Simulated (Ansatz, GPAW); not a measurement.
Given: the input of a run of Ansatz 0.2.0 on TaN. Atoms were shifted at random by some hundredths of an Å from the given cell, which wasn't relaxed again for these runs. 

File input.yaml:

```yaml
crystal:
  lattice:
    - [2.938, 0.0, 0.0]
    - [-1.469, 2.5443826363, 0.0]
    - [0.0, 0.0, 2.883]
  atoms:
    - { symbol: Ta, position: [0.011444, 0.008329, 0.483264] }
    - { symbol: "N", position: [0.652555, 0.338806, 0.005873] }
hamiltonian:
  xc: pbesol
  pseudopotentials: { kind: paw }
kpoints:
  mp_grid: { grid: [10, 10, 9] }
scf:
  occupations: { method: fermi_dirac, width: 0.05 }
output:
  forces: true
  stress: true
  eigenvalues: true
```

Potentials or basis: Ansatz PAW.

Launch:

```bash
$ ansatz run input.yaml --threads 1 --pin off --max-ram 3584MiB --backend cpu --events-out ev --progress --plain --runs-dir out
```

Task: Set up the same calculation for GPAW 26.7.0 (ASE script). Potentials or basis there: PAW data sets generated for this functional, cutoff 800 eV.

Result: As run (cutoffs and basis follow the program's own potentials, and thresholds, step limits or extra output files can differ):

The input run.py:

```python
from ase import Atoms
from ase.dft.bandgap import bandgap
from ase.io import write
from ase.units import GPa
from gpaw import GPAW, PW, setup_paths

setup_paths.insert(0, '.')

atoms = Atoms(['Ta', 'N'],
              cell=[[2.938, 0.0, 0.0],
                    [-1.469, 2.5443826363, 0.0],
                    [0.0, 0.0, 2.883]],
              scaled_positions=[[0.011444, 0.008329, 0.483264],
                                [0.652555, 0.338806, 0.005873]],
              pbc=True)

calc = GPAW(mode=PW(800),
            xc='PBEsol',
            kpts={'size': (10, 10, 9), 'gamma': True},
            occupations={'name': 'fermi-dirac', 'width': 0.05},
            nbands=19,
            convergence={'density': 1e-05, 'energy': 1e-05},
            maxiter=150,
            txt='gpaw.txt')
atoms.calc = calc
energy = atoms.get_potential_energy()
forces = atoms.get_forces()
stress = atoms.get_stress()
calc.write('gs.gpw')
write('result.traj', atoms)
print(f'Energy: {energy:.6f} eV')
print('Forces (eV/A):')
print(forces.round(4))
print('Stress (GPa):', (stress / GPa).round(3))
print('Fermi level:', round(calc.get_fermi_level(), 4), 'eV')
print(f'Gap: {bandgap(calc)[0]:.4f} eV, direct: {bandgap(calc, direct=True)[0]:.4f} eV')
```

Potentials or basis: PAW data sets generated in the run's folder for this functional, pw.

Launch:

```console
$ gpaw-setup -f PBEsol N Ta
$ OMP_NUM_THREADS=1 python run.py
```

Both were run:

|  | Ansatz | GPAW |
| --- | --- | --- |
| Pressure | -3.3 GPa | -3.4 GPa |
| Largest force | 1.320 eV/Å | 1.337 eV/Å |
| Energy over the undisturbed cell | 31.5 meV/atom | 31.9 meV/atom |

Ansatz's pressure holds a Pulay term of +0.47 GPa for its cutoff of 420 eV, which the other run lacks.

Ansatz's potentials were made for PBE.

Where Ansatz's input types no cutoff or centring, it takes its own default and a Γ-centred mesh.

Pressure is positive in compression.
